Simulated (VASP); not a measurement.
**Si in VASP: how settings move the PBE single point**

The PBE single point of Si (diamond), under -2.0 % biaxial strain in x and y, free along z is repeated with altered inputs. Which of them can be trusted?

Code: VASP 6.6.1. PAW datasets, plane waves. Spin-unpolarised (in the reference); all numbers are computed.

### 1 The system as given

The cell comes from an earlier relaxation with r2SCAN in another program, then strained, with the atoms relaxed again. Some of the altered inputs switch spin polarisation on.

It is tetragonal, I4_1/amd (No. 141); conventional cell a = 3.773 Å, c = 5.524 Å, 19.66 Å³ an atom. Near Si stand 4 Si at 2.34 Å.

The structure in full:

```cif
data_structure
_symmetry_space_group_name_H-M 'P 1'
_symmetry_Int_Tables_number 1
_cell_length_a 3.8400
_cell_length_b 3.8400
_cell_length_c 3.7727
_cell_angle_alpha 60.578
_cell_angle_beta 60.578
_cell_angle_gamma 58.844
_cell_volume 39.31
loop_
_atom_site_label
_atom_site_type_symbol
_atom_site_fract_x
_atom_site_fract_y
_atom_site_fract_z
_atom_site_occupancy
Si1 Si 0.00000 0.00000 0.00000 1
Si2 Si 0.25000 0.25000 0.25000 1
```

### 2 Baseline

INCAR reads:

```
ENCUT = 520.000000
SIGMA = 0.020000
EDIFF = 1.00e-07
GGA = PE
PREC = Accurate
IBRION = -1
ISIF = 2
ISMEAR = -1
NBANDS = 11
NELM = 120
NSW = 0
LASPH = .TRUE.
LCHARG = .FALSE.
LWAVE = .FALSE.
LREAL = .FALSE.
```

KPOINTS reads:

```
KPOINTS created by Atomic Simulation Environment
0
Gamma
8 8 8
0 0 0
```

POSCAR reads:

```
Si
 1.0000000000000000
     0.0000000000000000    2.6676765176999999    2.7620476182000000
     2.6676765176999999    0.0000000000000000    2.7620476182000000
     2.6676765176999999    2.6676765176999999    0.0000000000000000
 Si
   2
Cartesian
  0.0000000000000000  0.0000000000000000  0.0000000000000000
  1.3338382588500000  1.3338382588500000  1.3810238091000000
```

A file KPOINTS_OPT adds named points for the levels; it doesn't enter the self-consistent loop.

Potentials: the recommended PBE PAW datasets, 8 valence electrons.

Launch:

```console
> mpirun -np 1 vasp_std
```

The closing lines of the self-consistent loop in OSZICAR:

```text
DAV:  11    -0.108179851027E+02   -0.48829E-06   -0.20998E-06  1561   0.753E-03    0.339E-03
DAV:  12    -0.108179852275E+02   -0.12476E-06   -0.42436E-07  1491   0.411E-03    0.228E-03
DAV:  13    -0.108179852730E+02   -0.45516E-07   -0.48876E-09   937   0.469E-04
   1 F= -.10817985E+02 E0= -.10817985E+02  d E =-.244454E-06
```

Run time: 25 s. Hardware: 1 MPI rank of Intel Xeon Platinum 8488C, shared host; peak memory 0.18 GiB.

Values of the reference: energy (σ→0) -10.8180 eV, pressure 3.77 GPa, gap on the mesh 0.40 eV.

### 3 Altered input 1

INCAR, as its differences from that of step 2:

```diff
@@ -4,3 +4,2 @@
 GGA = PE
-PREC = Accurate
 IBRION = -1
@@ -15 +14,4 @@
 LREAL = .FALSE.
+PREC = High
+ISPIN = 2
+MAGMOM = 0.5 0.5
```

KPOINTS is that of step 2.

POSCAR is that of step 2.

Launch:

```console
> mpirun -np 1 vasp_std
```

Standard output, without the iteration lines:

```text
POSCAR found type information on POSCAR Si
 POSCAR found :  1 types and       2 ions
 LDA part: xc-table for (Slater+PW92), standard interpolation
 POSCAR, INCAR and KPOINTS ok, starting setup
 FFT: planning ... GRIDC
 FFT: planning ... GRID_SOFT
 FFT: planning ... GRID
 WAVECAR not read
 entering main loop
```

OSZICAR:

```text
N       E                     dE             d eps       ncg     rms          rms(c)
DAV:   1     0.674249517773E+01    0.67425E+01   -0.29280E+03  2596   0.523E+02
DAV:   2    -0.103234944761E+02   -0.17066E+02   -0.16293E+02  3515   0.853E+01
DAV:   3    -0.108750981157E+02   -0.55160E+00   -0.54762E+00  3360   0.127E+01
DAV:   4    -0.108793093189E+02   -0.42112E-02   -0.42106E-02  3124   0.139E+00
DAV:   5    -0.108793481749E+02   -0.38856E-04   -0.38855E-04  3282   0.125E-01    0.533E+00
DAV:   6    -0.108677014888E+02    0.11647E-01   -0.89688E-02  2908   0.140E+00    0.317E+00
DAV:   7    -0.107987529906E+02    0.68948E-01   -0.10171E-01  2977   0.153E+00    0.184E+00
DAV:   8    -0.108161966509E+02   -0.17444E-01   -0.10924E-02  2933   0.646E-01    0.420E-01
DAV:   9    -0.108175054044E+02   -0.13088E-02   -0.71510E-04  3145   0.152E-01    0.109E-01
DAV:  10    -0.108179243266E+02   -0.41892E-03   -0.77617E-04  2948   0.137E-01    0.410E-02
DAV:  11    -0.108179736498E+02   -0.49323E-04   -0.11816E-04  3057   0.628E-02    0.304E-02
DAV:  12    -0.108179896687E+02   -0.16019E-04   -0.13628E-05  3054   0.241E-02    0.943E-03
DAV:  13    -0.108179926627E+02   -0.29940E-05   -0.53693E-06  3011   0.130E-02    0.212E-03
DAV:  14    -0.108179928311E+02   -0.16846E-06   -0.33501E-07  2978   0.376E-03    0.956E-04
DAV:  15    -0.108179928522E+02   -0.21098E-07   -0.44559E-08  2235   0.141E-03
   1 F= -.10817993E+02 E0= -.10817993E+02  d E =-.244492E-06  mag=     0.0000
```

From OUTCAR:

```text
k-points           NKPTS =     59   k-points in BZ     NKDIM =     59   number of bands    NBANDS=     11

   NELECT =       8.0000    total number of electrons

   dimension x,y,z NGX =    30 NGY =   30 NGZ =   28
   dimension x,y,z NGXF=    30 NGYF=   30 NGZF=   30

  energy-cutoff  :      520.00
  volume of cell :       39.31
      direct lattice vectors                 reciprocal lattice vectors
     0.000000000  2.667676518  2.762047618    -0.187429022  0.187429022  0.181025119
     2.667676518  0.000000000  2.762047618     0.187429022 -0.187429022  0.181025119
     2.667676518  2.667676518  0.000000000     0.187429022  0.187429022 -0.181025119

 k-points in reciprocal lattice and weights: KPOINTS created by Atomic Simulation Env
   0.00000000  0.00000000  0.00000000       0.002
   0.12500000  0.00000000  0.00000000       0.016
   0.25000000  0.00000000  0.00000000       0.016
   0.37500000  0.00000000  0.00000000       0.016
   0.50000000  0.00000000  0.00000000       0.008
   0.12500000  0.12500000  0.00000000       0.004
   0.25000000  0.12500000  0.00000000       0.016
   0.37500000  0.12500000  0.00000000       0.016
[... 51 more k-points ...]

 E-fermi :   6.2944

 k-point     1 :       0.0000    0.0000    0.0000
  band No.  band energies     occupation
      1      -6.0685      1.00000
      2       5.8456      1.00000
      3       6.1036      0.99993
      4       6.1036      0.99993
      5       8.5535      0.00000
      6       8.5535      0.00000
      7       8.6768      0.00000
      8       9.5851      0.00000
      9      13.4163      0.00000
     10      14.0505      0.00000
     11      14.0695      0.00000

 k-point     2 :       0.1250    0.0000    0.0000
  band No.  band energies     occupation
      1      -5.8610      1.00000
      2       4.4083      1.00000
      3       5.6278      1.00000
      4       5.8254      1.00000
      5       8.5475      0.00000
      6       8.9940      0.00000
      7       9.0752      0.00000
      8      10.8864      0.00000
      9      13.0012      0.00000
     10      13.5121      0.00000
     11      14.8473      0.00000

 k-point     3 :       0.2500    0.0000    0.0000
  band No.  band energies     occupation
      1      -5.2551      1.00000
      2       2.0584      1.00000
      3       5.1142      1.00000
      4       5.3809      1.00000
      5       8.0782      0.00000
      6       9.5117      0.00000
      7       9.5876      0.00000
      8      12.9713      0.00000
      9      13.2527      0.00000
     10      13.3018      0.00000
     11      15.1065      0.00000

 k-point     4 :       0.3750    0.0000    0.0000
  band No.  band energies     occupation
      1      -4.3435      1.00000
      2       0.0080      1.00000
      3       4.7555      1.00000
      4       5.0789      1.00000
      5       7.7034      0.00000
      6       9.3884      0.00000
      7       9.5914      0.00000
      8      13.9519      0.00000
      9      14.5506      0.00000
     10      14.6793      0.00000
     11      15.9283      0.00000

[... the tables of k-points 5 to 59 left out ...]

  Total        1.2155315      1.2155315      0.3410460      0.0000000      0.0000000      0.0000000
  in kB       49.5392355     49.5392355     13.8993993      0.0000000      0.0000000      0.0000000
  external PRESSURE =      37.6592901 kB  Pullay stress =       0.0000000 kB

 POSITION                                       TOTAL-FORCE (eV/Angst)
 -----------------------------------------------------------------------------------
      0.00000      0.00000      0.00000         0.000000      0.000000      0.000000
      1.33384      1.33384      1.38102        -0.000000     -0.000000     -0.000000
 -----------------------------------------------------------------------------------
    total drift:                               -0.000001     -0.000001     -0.000001

  FREE ENERGIE OF THE ION-ELECTRON SYSTEM (eV)
  ---------------------------------------------------
  free  energy   TOTEN  =       -10.8179928522 eV

  energy  without entropy=      -10.8179926077  energy(sigma->0) =      -10.81799273
```

It took 50 s on 1 MPI rank of Intel Xeon Platinum 8488C, shared host; peak memory 0.14 GiB.

Changed: PREC = High, ISPIN = 2, MAGMOM = 0.5 0.5. The run ends normally. Against the reference the energy moves by less than 0.1 meV/atom. The run starts with moments and ends with 0.00 μB a cell: no net moment is left.

[end of part 1 of 2]
